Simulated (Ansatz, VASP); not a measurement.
## Two plane-wave programs on AlN

Contents of INCAR:

```
  PREC = Accurate
  ENCUT = 520
  EDIFF = 1E-6
  ISMEAR = 0
  SIGMA = 0.05
  LREAL = F
  LASPH = T
  NELM = 80
  ALGO = Normal
  ISIF = 2
  LWAVE = F
  LCHARG = F
  GGA = PS
  NBANDS = 11
```

The input KPOINTS:

```
regular mesh
0
Gamma
  10 10 10
```

The input POSCAR:

```
AlN
1.0
    0.1135295273      2.2422081634      2.2422081634
    2.2422081634      0.1135295273      2.2422081634
    2.2422081634      2.2422081634      0.1135295273
Al N
1 1
Direct
    0.0000000000      0.0000000000      0.0000000000
    0.7500000000      0.7500000000      0.7500000000
```

Input for Ansatz:

```yaml
crystal:
  lattice:
    - [0.1135295273, 2.2422081634, 2.2422081634]
    - [2.2422081634, 0.1135295273, 2.2422081634]
    - [2.2422081634, 2.2422081634, 0.1135295273]
  atoms:
    - { symbol: Al, position: [0.0, 0.0, 0.0] }
    - { symbol: "N", position: [0.75, 0.75, 0.75] }
basis:
  ecutwfc: 420
kpoints:
  mp_grid: { grid: [10, 10, 10] }
hamiltonian:
  xc: pbesol
scf:
  occupations: { method: gaussian, width: 0.05 }
output:
  forces: true
  stress: true
  eigenvalues: true
```

Alike in both runs: task single point; functional PBEsol; k mesh 10 × 10 × 10; occupations gaussian, width 0.05 eV; no spin polarisation.

|  | VASP | Ansatz |
| --- | --- | --- |
| version | VASP 6.6.1 | Ansatz 0.2.0 |
| potentials or method | VASP PAW PBE potentials, release 64 (Al, N) | scalar-relativistic, plane waves, PAW |
| plane-wave cutoff (eV) | 520 | 420 |
| valence electrons in the cell | 8 | 8 |

Ansatz gave:

| Property | Result |
| --- | --- |
| gap on the k mesh at the Fermi level (eV) | 2.99 |
| least direct gap on the mesh (eV) | 3.77 |
| pressure (GPa) | 2.9 |
| largest component of the traceless stress (GPa) | 10.92 |
| rms of the force components (eV/Å) | 0.326 |

Task: Which values does VASP return?

Result: gap on the k mesh at the Fermi level (eV): 2.97; least direct gap on the mesh (eV): 3.78; pressure (GPa): 2.9; largest component of the traceless stress (GPa): 11.05; rms of the force components (eV/Å): 0.333.

Atom by atom the forces differ by 0.007 eV/Å (rms over components). The functional is the same, so the differences come from potentials, cutoffs and numerics.

Caveats: the PAW data sets were made with another functional, which shifts forces and pressure a little (VASP). As with any semilocal functional, this PBEsol gap is likely too small. A k mesh can miss the band edges.
